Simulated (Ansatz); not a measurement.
Crystal: SiNi.

```
Ni Si
1.0
     5.17310    0.00000    0.00000
     0.00000    3.33810    0.00000
     0.00000    0.00000    5.60490
Ni Si
4 4
Direct
  0.99221 0.75000 0.81248
  0.50779 0.25000 0.31248
  0.49221 0.75000 0.68752
  0.00779 0.25000 0.18752
  0.67872 0.25000 0.91750
  0.82128 0.75000 0.41750
  0.17872 0.25000 0.58250
  0.32128 0.75000 0.08250
```

| Quantity | Value |
| --- | --- |
| Program | Ansatz 0.2.0 |
| Task | relaxation of cell and atoms |
| Functional | PBE |
| Potentials or basis | Ansatz PAW |
| Cutoff | 420 eV (not typed: the program's choice for these potentials) |
| k mesh | 5 × 8 × 5 |
| Occupations | fermi-dirac, width 0.05 eV |
| Spin | collinear spin, ferromagnetic start |
| Starting moments | [1.0, 1.0, 1.0, 1.0, 0.0, 0.0, 0.0, 0.0] μB |

At the start: volume 12.10 Å³/atom.

Task: Where does the relaxation end?

Result: It ends after 6 steps and the volume is 12.22 Å³/atom (+1.0 %); space group Pnma (No. 62, to 0.05 Å); moment 0.00 μB per cell.

Step by step:
```tsv
step	energy change (eV)	largest force (eV/Å)	volume (Å³)
1	0.0000	0.0530	96.79
2	-0.0167	0.0444	97.33
3	-0.0208	0.0232	97.78
4	-0.0210	0.0116	97.75
5	-0.0210	0.0012	97.73
6	-0.0213	0.0011	97.73
```

Final structure:
```
Ni Si
1.0
     5.12770    0.00000    0.00000
     0.00000    3.40143    0.00000
     0.00000    0.00000    5.60354
Ni Si
4 4
Direct
  0.99143 0.75000 0.81133
  0.50857 0.25000 0.31133
  0.49143 0.75000 0.68867
  0.00857 0.25000 0.18867
  0.67894 0.25000 0.91405
  0.82106 0.75000 0.41405
  0.17894 0.25000 0.58595
  0.32106 0.75000 0.08595
```

The cell as given is a measured one (12.10 Å³/atom); PBE puts the equilibrium volume +1.0 % from it, thermal expansion not counted.

Caveat: the plane-wave basis is chosen anew once the cell has moved, so the energies of steps on either side of that aren't comparable; the starting moments weren't kept.
